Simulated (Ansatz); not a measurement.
**Convergence notes, G0W0 on KF (rocksalt)**

KF (rocksalt), relaxed with r2SCAN; one-shot G0W0 in Ansatz without spin-orbit coupling. (Simulation; spin polarisation is off.)

```
K F
1.0
     0.00000    2.65896    2.65896
     2.65896    0.00000    2.65896
     2.65896    2.65896    0.00000
K F
1 1
Direct
  0.00000 0.00000 0.00000
  0.50000 0.50000 0.50000
```

Gaps are read over the mesh points alone. G0W0 here is at a finite number of bands, screening cutoff and k mesh, not at the basis limit.
```
 start       potentials      frequency model   mesh  empty bands  screening cutoff (eV)  Kohn-Sham gap (eV)  G0W0 gap (eV)
   PBE              PAW  contour deformation  6×6×6           85                    100                6.26           9.60
   PBE              PAW  contour deformation  6×6×6          206                    180                6.26           9.75
   PBE              PAW  contour deformation  6×6×6          400                    260                6.26           9.86
 HSE06              PAW  contour deformation  6×6×6          206                    180                8.26          10.66
r2SCAN              PAW  contour deformation  6×6×6          206                    180                6.91          10.06
  PBE0              PAW  contour deformation  6×6×6          206                    180                9.04          10.90
   PBE              PAW     Godby-Needs pole  6×6×6          206                    180                6.26           9.73
   PBE              PAW  contour deformation  8×8×8           61                     80                6.26           9.60
   PBE  norm-conserving  contour deformation  6×6×6          206                    180                6.25           9.74
```

The quasiparticle gap on this mesh is 9.86 eV (direct at Γ), against 6.26 eV from PBE: +3.60 eV. Renormalisation factors Z lie between 0.78 and 0.89.

Raising bands and cutoff together moves the gap by +0.15 eV (100 to 180 eV), then +0.11 eV (180 to 260 eV); the last step is still large, so the basis limit isn't reached. Starting from HSE06 (8.26 eV against PBE's 6.26 eV) gives 10.66 eV, +0.91 eV from G0W0@PBE at the same screening cutoff. Starting from r2SCAN (6.91 eV against PBE's 6.26 eV) gives 10.06 eV, +0.31 eV from G0W0@PBE at the same screening cutoff. Starting from PBE0 (9.04 eV against PBE's 6.26 eV) gives 10.90 eV, +1.15 eV from G0W0@PBE at the same screening cutoff. The Godby-Needs plasmon pole differs from contour deformation by -0.02 eV. Norm-conserving potentials (wave cutoff 1320 eV against 420 eV) shift the quasiparticle gap by -0.01 eV and the PBE gap by -0.01 eV. r2SCAN runs take a wave cutoff of 500 eV.
